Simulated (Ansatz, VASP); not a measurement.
# One calculation of Os, two programs

```
Os
1.0
     0.00000    1.91028    1.91028
     1.91028    0.00000    1.91028
     1.91028    1.91028    0.00000
Os
1
Direct
  0.00000 0.00000 0.00000
```

This isn't the form of Os at room conditions, which is hcp.

Alike in both runs: functional PBEsol; k mesh 8 × 8 × 8; occupations gaussian, width 0.1 eV; no spin polarisation.

Ansatz relaxed the structure, and its values are those at the end. VASP's run is a single point on that final structure, the one shown.

|  | VASP | Ansatz |
| --- | --- | --- |
| version | VASP 6.6.1 | Ansatz 0.2.0 |
| potentials or method | VASP PAW PBE potentials, release 64 (Os) | scalar-relativistic, plane waves, PAW |
| plane-wave cutoff (eV) | 520 | 420 |
| valence electrons in the cell | 8 | 16 |

|  | VASP | Ansatz | Ansatz less VASP |
| --- | --- | --- | --- |
| gap on the k mesh at the Fermi level (eV) | none | none | - |
| pressure (GPa) | 0.5 | 0.0 | -0.49 |

A gap of «none» marks a metal or a gap that the smearing closes. The two sets of potentials don't hold the same shells in valence.

Caveats: the PAW data sets were made with another functional, which shifts forces and pressure a little (VASP). The runs have no spin-orbit coupling, so splittings on Os are missing.
